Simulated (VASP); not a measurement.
# BiS: relaxation of cell and atoms with SCAN

The system is BiS.

```
Bi S
1.0
     2.10927    1.21779    3.50049
    -2.10927    1.21779    3.50049
     0.00000   -2.43558    3.50049
Bi S
1 1
Direct
  0.00000 0.00000 0.00000
  0.50000 0.50000 0.50000
```

The cell was built by a generator and needn't be a form met in nature.

```json
{
 "Program": "VASP 6.6.1",
 "Task": "relaxation of cell and atoms",
 "Functional": "SCAN",
 "Potentials or basis": "VASP PAW PBE potentials, release 64 (Bi_d, S)",
 "Cutoff": "600 eV",
 "k mesh": "8 × 8 × 8",
 "Occupations": "fermi-dirac, width 0.05 eV",
 "Spin": "no spin polarisation",
 "Further INCAR settings": "ALGO = Normal; EDIFF = 1e-07; IBRION = 2; EDIFFG = -0.01; NSW = 40; ISIF = 3"
}
```

```
Relaxed volume                         : 24.76 Å³/atom
Relaxed cell                           : a = 4.504 Å, b = 4.504 Å, c = 4.504 Å, α = 50.12°, β = 50.12°, γ = 50.12°
Space group after relaxing (to 0.05 Å) : R-3m (No. 166)
Energy gained by relaxing              : 67.8 meV/atom
Ionic steps                            : 11
Pressure after relaxing                : 0.0 GPa
Band gap on the k mesh                 : none (metal or under the smearing width)
```

Step by step:
```
step  energy change (eV)  largest force (eV/Å)  pressure (GPa)  volume (Å³)
   1              0.0000                0.0000           -2.72        53.95
   2             -0.0183                0.0000            1.45        50.45
   3             -0.0225                0.0000            0.09        51.46
   4             -0.0255                0.0000            0.11        51.40
   5             -0.0390                0.0000            0.12        51.21
   6             -0.0736                0.0000            0.19        50.76
   7             -0.1353                0.0000            0.10        49.55
   8             -0.1353                0.0000            0.12        49.38
   9             -0.1355                0.0000            0.11        49.46
  10             -0.1343                0.0000           -0.74        50.06
  11             -0.1356                0.0000            0.01        49.53
```

Final structure:
```yaml
crystal:
  lattice:
    - [1.90778, 1.10146, 3.92839]
    - [-1.90778, 1.10146, 3.92839]
    - [0.00000, -2.20292, 3.92839]
  atoms:
    - { symbol: Bi, position: [0.00000, 0.00000, 0.00000] }
    - { symbol: S, position: [0.50000, 0.50000, 0.50000] }
```

Levels at points of the mesh, in eV from the Fermi level:
| k point | band 7 | band 8 | band 9 | band 10 | band 11 | band 12 | band 13 | band 14 |
| --- | --- | --- | --- | --- | --- | --- | --- | --- |
| (0.00, 0.00, 0.00) | -9.51 | -5.15 | -2.84 | -2.84 | 3.04 | 3.04 | 3.43 | 4.89 |
| (0.50, 0.00, 0.00) | -12.18 | -3.72 | -2.83 | -2.68 | -2.18 | -0.54 | -0.14 | 6.75 |
| (0.50, 0.50, 0.00) | -10.98 | -7.07 | -5.82 | -4.26 | 2.62 | 3.24 | 3.30 | 4.64 |
| (0.50, 0.50, 0.50) | -13.25 | -2.40 | -2.40 | -1.02 | -0.05 | 1.05 | 1.05 | 8.13 |

Wall time 40 min on 1 thread of Intel(R) Xeon(R) Platinum 8259CL CPU @ 2.50GHz (Skylake/Cascade Lake) (shared host), peak memory 0.27 GiB.

Caveat: the PAW data sets were made with another functional, which shifts forces and pressure a little; spin-orbit coupling is left out, which moves the levels of the heavy elements.
